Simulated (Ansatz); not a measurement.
# Ta2N (P-3m1) in Ansatz: reference runs

How does Ta2N come out in PBE? The cell is run as given and disturbed.

Program: Ansatz 0.2.0. These are calculated values, not measurements. Logs are shortened: lines on timing, memory, paths and dates and some standing lists are left out, and cuts for length are marked.

### 1 The structure

The structure is trigonal, space group P-3m1 (No. 164). The conventional cell has a = 3.113 Å, b = 3.113 Å, c = 4.870 Å, α = 90.00°, β = 90.00°, γ = 120.00°. Ta (site symmetry 3m) is surrounded by 3 N at 2.18 Å. Around N (site symmetry -3m) lie 6 Ta at 2.18 Å.

The cell comes from a database or a generator and needn't be the stable form of this composition.

### 2 Single point, PBE

Contents of input.yaml:

```yaml
crystal:
  lattice:
    - [3.112861506, 0.0, 0.0]
    - [-1.556430753, 2.6958171426, 0.0]
    - [0.0, 0.0, 4.869841]
  atoms:
    - { symbol: Ta, position: [0.3333333333, 0.6666666667, 0.254711] }
    - { symbol: Ta, position: [0.6666666667, 0.3333333333, 0.745289] }
    - { symbol: "N", position: [0.0, 0.0, 0.0] }
hamiltonian:
  xc: pbe
  pseudopotentials: { kind: paw }
kpoints:
  mp_grid: { grid: [10, 10, 6] }
scf:
  occupations: { method: fermi_dirac, width: 0.05 }
output:
  forces: true
  stress: true
  eigenvalues: true
```

Potentials or basis: Ansatz PAW.

Run with:

```console
> ansatz run input.yaml --threads 2 --pin off --max-ram 5120MiB --backend cpu --events-out ev --progress --plain --runs-dir out
```

Log:

```text
Warning: RAYON_NUM_THREADS=2 ignored (pool sized by the plan → 2); use --threads N
Engine: ansatz 0.2.0, x86_64-unknown-linux-gnu
Pseudopotentials: kind: paw
Pseudopotential: Ta, paw, valence charge 13, recommended cutoff 420 eV (normal), Ta.paw.azcp
Pseudopotential: N, paw, valence charge 5, recommended cutoff 420 eV (normal), N.paw.azcp
Functional definition: PBE
  parameter kappa = 0.804
  parameter beta = 0.06672455060314922
  exchange = pbe_x(kappa = kappa, mu = beta*pi^2/3)
  correlation = pbe_c(beta = beta)
Crystal: 3 atoms, lattice volume = 40.866 Å³
Basis set: ecut = 420 eV, 797 PW (Γ), exchange–correlation on 48×48×72 points (8 copies of the dense FFT grid, shifted against one another)
Bands: 20, of which v1, the nominal top of the filled ones, is band 16 counted from 1 (15 counted from 0)
Symmetry: 12 space group operations
Space group: P-3m1 (ITA 164), of the structure as read, at distance tolerance 3.4e-5 Å
k-points: 72 of 600
Non-local potential: Ta, projectors of the file, l = 0: 3, l = 1: 2, l = 2: 2, l = 3: 1
Non-local potential: N, projectors of the file, l = 0: 2, l = 1: 2, l = 2: 1
PAW form: soft (Blöchl's): semilocal exchange-correlation on the pseudo side does not see the compensation charge
PAW one-centre angular grid: Ta, 590 points (default); XC on 64 Gauss nodes
PAW one-centre angular grid: N, 110 points (default); XC on 64 Gauss nodes
Initial density: superposition of atomic densities (neutral atoms: chi_scale 0, normalization atom), corrected by the library's trained network
Initial wavefunctions: pseudopotential atomic-orbital guess
Functional: x = pbe(κ = 0.804, μ = 0.2195149727645171), c = pbe(β = 0.06672455060314922)
SCF iter   1: F=—  HF=-20250.916027 eV  |F-HF|=—  |Δ(HF+E_count)|=         —  Δρ=5.19e-3  dr2=1.16e-2  ethr=1.77e-3  ⟨swp⟩=5.9  Hψ=6552  notcnv=0
preconditioner: auto → Kerker (q_TF=auto, 2.605 Å⁻¹)  [metal: Δε(μ)=0.017 eV  Ē_g=8.343 eV  σ=0.050 eV  W_gap=0.08  n_scr=10 (ndim 8)  ℏωp=22.5 eV  f_vac=0.000  D(μ)=1.76/eV (n_scr^D=22)]
SCF iter   2: F=—  HF=-20250.914638 eV  |F-HF|=—  |Δ(HF+E_count)|=   1.39e-3  Δρ=3.22e-3  dr2=4.71e-3  ethr=3.74e-5  ⟨swp⟩=1.0  Hψ=2017  notcnv=0
SCF iter   3: F=—  HF=-20250.913947 eV  |F-HF|=—  |Δ(HF+E_count)|=   6.91e-4  Δρ=7.66e-4  dr2=4.20e-4  ethr=1.52e-5  ⟨swp⟩=2.0  Hψ=1704  notcnv=0
SCF iter   4: F=—  HF=-20250.913863 eV  |F-HF|=—  |Δ(HF+E_count)|=   8.40e-5  Δρ=2.64e-4  dr2=2.15e-5  ethr=1.35e-6  ⟨swp⟩=2.0  Hψ=1931  notcnv=0
SCF iter   5: F=—  HF=-20250.913867 eV  |F-HF|=—  |Δ(HF+E_count)|=   3.95e-6  Δρ=4.77e-5  dr2=1.13e-6  ethr=6.94e-8  ⟨swp⟩=2.0  Hψ=1960  notcnv=0
SCF iter   6: F=-20250.913867 eV  HF=-20250.913867 eV  |F-HF|=1.16e-8  |Δ(HF+E_count)|=   9.78e-8  Δρ=1.17e-5  dr2=4.94e-8  ethr=3.23e-10  ⟨swp⟩=3.7  Hψ=5834  notcnv=0
SCF 1 converged in 6 iterations: F = -20250.913867 eV  dr2 = 4.94e-8
SCF converged after 6 iterations
Free energy (F): -20250.913867 eV
Harris-Foulkes:  -20250.913867 eV  (|F-HF|=1.16e-8)
Internal energy: -20250.900251 eV  (E = F + TS)
E sigma→0 (E₀):  -20250.907059 eV
Entropy (-TS):   -0.013616 eV (-4.539 meV/atom)
Fermi energy:    19.593946 eV
--- Per-component energies (eV) ---
  E_band       = -180.376399
  E_kinetic    = 863.928620
  E_local      = -1249.514031  (includes V_loc(G=0)·N_el)
  E_nonlocal   = 73.448443
  E_hartree    = 431.445821
  E_xc         = -497.989754
  E_vxc        = -485.851582  (∫ρ·V_xc dr)
  E_paw        = -16920.525270  (= ΣΔE_a)
  E_vpaw       = -245.279877  (= ΣTr[D̂ρ^β])
  E_aug_tail   = 0.000404  (compensation charges beyond the density's cutoff)
  E_ewald      = -2951.694484
  E_smearing   = -0.013616  (= −TS)
  E_closure    = 0.000000  (closes the sum)
  Σ components = -20250.913867   (vs F -20250.913867, Δ=0.00e0)
--- Forces (eV/Å), atoms counted from 1 ---
  atom   1  Ta    -0.00000000     0.00000000    -0.01792356
  atom   2  Ta     0.00000000    -0.00000000     0.01792356
  atom   3  N      0.00000000     0.00000000     0.00000000
  max |Σ_I F_I| component: 0.00e0 eV/Å
--- Stress (GPa, compression-positive) ---
       -1.699088      -0.000000       0.000000
        0.000000      -1.699088      -0.000000
        0.000000      -0.000000      -0.403207
  P = ⅓ Tr σ = -1.2671 GPa (-12.671 kbar)
--- Band table (eV; the first three rows and the last of 72) ---
  k-point 0: bands = ["-49.0128", "-48.9360", "-16.0488", "-15.3318", "-15.3318", "-15.2069", "-15.2069", "-15.0904", "2.1812", "11.2112", "13.5580", "13.5580", "14.6216", "18.9458", "19.3672", "19.3672", "19.8593", "19.8769", "19.8769", "20.7487"]
  k-point 1: bands = ["-49.0077", "-48.9411", "-15.9892", "-15.3237", "-15.3237", "-15.2151", "-15.2151", "-15.1591", "2.2352", "11.0351", "13.5115", "13.5115", "14.9771", "18.4458", "19.0701", "19.0701", "20.1384", "20.1384", "20.3897", "21.2385"]
  k-point 2: bands = ["-48.9938", "-48.9551", "-15.8239", "-15.3424", "-15.3021", "-15.3021", "-15.2369", "-15.2369", "2.3456", "10.7249", "13.4239", "13.4239", "15.8313", "17.7119", "18.6467", "18.6467", "21.0184", "21.0184", "21.0436", "21.9350"]
  k-point 71: bands = ["-48.9355", "-48.9348", "-15.8746", "-15.8573", "-15.6870", "-15.6514", "-15.2591", "-15.2576", "3.0867", "11.8271", "12.1342", "13.2039", "17.1702", "17.5580", "17.6750", "19.8238", "19.9611", "21.2446", "23.2294", "23.8351"]
```

It took 0.9 s on 2 threads of Intel Xeon 6975P-C (Granite Rapids), shared host; peak memory 0.41 GiB.

What came out:

```yaml
Free_energy: -20250.9139 eV
Pressure: -1.3 GPa
Largest_force: 0.018 eV/Å
Band_gap_on_the_k_mesh: none (metal or under the smearing width)
```

Forces on the atoms (eV/Å):
```
Ta   0.000  0.000 -0.018
Ta   0.000  0.000  0.018
N    0.000  0.000  0.000
```

Levels at points of the mesh, in eV from the Fermi level:
```tsv
k point	band 12	band 13	band 14	band 15	band 16	band 17	band 18	band 19	band 20
(0.00, 0.00, 0.00)	-6.04	-4.97	-0.65	-0.23	-0.23	0.27	0.28	0.28	1.15
(0.00, 0.00, -0.50)	-6.21	-2.86	-2.66	-1.11	-1.11	1.76	1.89	2.29	2.29
(0.00, -0.50, 0.00)	-6.35	-4.53	-2.62	-1.39	1.76	1.87	3.69	3.98	4.19
(0.00, -0.50, -0.50)	-6.09	-3.27	-2.17	-2.12	-0.28	0.72	3.27	3.50	3.99
```

### 3 Single point, PBE (atoms moved at random, drawn with an rms of 0.05 Å)

Contents of input.yaml:

```yaml
crystal:
  lattice:
    - [3.112861506, 0.0, 0.0]
    - [-1.556430753, 2.6958171426, 0.0]
    - [0.0, 0.0, 4.869841]
  atoms:
    - { symbol: Ta, position: [0.324603, 0.653424, 0.251293] }
    - { symbol: Ta, position: [0.690688, 0.342229, 0.743211] }
    - { symbol: "N", position: [-0.001655, 0.005883, 0.003957] }
hamiltonian:
  xc: pbe
  pseudopotentials: { kind: paw }
kpoints:
  mp_grid: { grid: [10, 10, 6] }
scf:
  occupations: { method: fermi_dirac, width: 0.05 }
output:
  forces: true
  stress: true
  eigenvalues: true
```

Potentials or basis: Ansatz PAW.

Run with:

```console
> ansatz run input.yaml --threads 2 --pin off --max-ram 5120MiB --backend cpu --events-out ev --progress --plain --runs-dir out
```

It took 5.2 s on 2 threads of Intel Xeon 6975P-C (Granite Rapids), shared host; peak memory 0.58 GiB.

Results (log left out):

```
Free energy            : -20250.8821 eV
Pressure               : -0.6 GPa
Largest force          : 0.772 eV/Å
Band gap on the k mesh : none (metal or under the smearing width)
```

Forces on the atoms (eV/Å):
```
Ta  -0.052  0.367  0.325
Ta  -0.437  0.008  0.141
N    0.489 -0.374 -0.466
```

Stress tensor (GPa, compression positive):
```
-0.91  0.13  0.97
 0.13 -0.73  1.16
 0.97  1.16 -0.05
```

Levels at points of the mesh, in eV from the Fermi level:
```tsv
k point	band 12	band 13	band 14	band 15	band 16	band 17	band 18	band 19
(0.00, 0.00, 0.00)	-6.04	-4.97	-0.78	-0.36	-0.11	0.06	0.38	0.51
(0.00, 0.00, -0.50)	-6.17	-2.89	-2.65	-1.15	-1.07	1.65	1.73	2.22
(0.00, -0.50, 0.00)	-6.33	-4.55	-2.65	-1.33	1.53	1.92	3.67	3.88
(0.00, -0.50, -0.50)	-6.06	-3.34	-2.22	-2.02	-0.42	0.77	3.22	3.40
(-0.50, 0.00, 0.00)	-6.47	-4.45	-2.58	-1.50	1.85	1.98	3.59	3.93
(-0.50, 0.00, -0.50)	-6.22	-3.20	-2.28	-2.11	-0.05	0.77	3.28	3.62
(-0.50, -0.50, 0.00)	-6.35	-4.53	-2.63	-1.35	1.55	2.03	3.65	3.78
(-0.50, -0.50, -0.50)	-6.09	-3.33	-2.19	-2.08	-0.28	0.78	3.21	3.48
```
